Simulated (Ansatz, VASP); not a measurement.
InPd: VASP beside Ansatz

File INCAR:

```
SYSTEM = InPd
PREC     = Accurate       ! precision mode
ENCUT    = 520            ! plane-wave cutoff, eV
EDIFF    = 1E-7           ! SCF threshold, eV
ISMEAR   = -1             ! smearing method
SIGMA    = 0.05           ! smearing width, eV
LREAL    = .FALSE.        ! projectors in reciprocal space
LASPH    = .TRUE.         ! aspherical terms in the spheres
NELM     = 80             ! most SCF steps
ALGO     = Normal         ! electronic algorithm
ISIF     = 2              ! what is computed and relaxed
LWAVE    = .FALSE.        ! write WAVECAR
LCHARG   = .FALSE.        ! write CHGCAR
GGA      = PE             ! functional
NBANDS   = 18             ! bands
```

The input KPOINTS:

```
Automatic mesh
0
G
  8 8 8
  0 0 0
```

Contents of POSCAR:

```
InPd
1.0
    0.0000000000      2.7642564240      2.7642564240
    2.7642564240      0.0000000000      2.7642564240
    2.7642564240      2.7642564240      0.0000000000
In Pd
1 1
Direct
    0.0000000000      0.0000000000      0.0000000000
    0.5000000000      0.5000000000      0.5000000000
```

Contents of input.yaml:

```yaml
crystal:
  lattice:
    - [0.0, 2.764256424, 2.764256424]
    - [2.764256424, 0.0, 2.764256424]
    - [2.764256424, 2.764256424, 0.0]
  atoms:
    - { symbol: In, position: [0.0, 0.0, 0.0] }
    - { symbol: Pd, position: [0.5, 0.5, 0.5] }
hamiltonian:
  xc: pbe
  pseudopotentials: { kind: paw }
kpoints:
  mp_grid: { grid: [8, 8, 8] }
scf:
  occupations: { method: fermi_dirac, width: 0.05 }
output:
  forces: true
  stress: true
  eigenvalues: true
  write_density: true
  write_potential: true
  elf: true
  volumetric_format: npy
```

Change from the starting cell: volume scaled by 1.02.

Alike in both runs: task single point; functional PBE; k mesh 8 × 8 × 8; occupations fermi-dirac, width 0.05 eV; no spin polarisation.

```csv
,VASP,Ansatz
version,VASP 6.6.1,Ansatz 0.2.0
potentials or method,"VASP PAW PBE potentials, release 64 (In_d, Pd)",Ansatz PAW
plane-wave cutoff (eV),520,420
valence electrons in the cell,23,31
```

|  | VASP | Ansatz | Ansatz less VASP |
| --- | --- | --- | --- |
| gap on the k mesh at the Fermi level (eV) | none | none | - |
| pressure (GPa) | -1.4 | -1.5 | -0.03 |

A gap of «none» marks a metal or a gap that the smearing closes. The functional is the same, so the differences come from potentials, cutoffs and numerics. The two sets of potentials don't hold the same shells in valence.
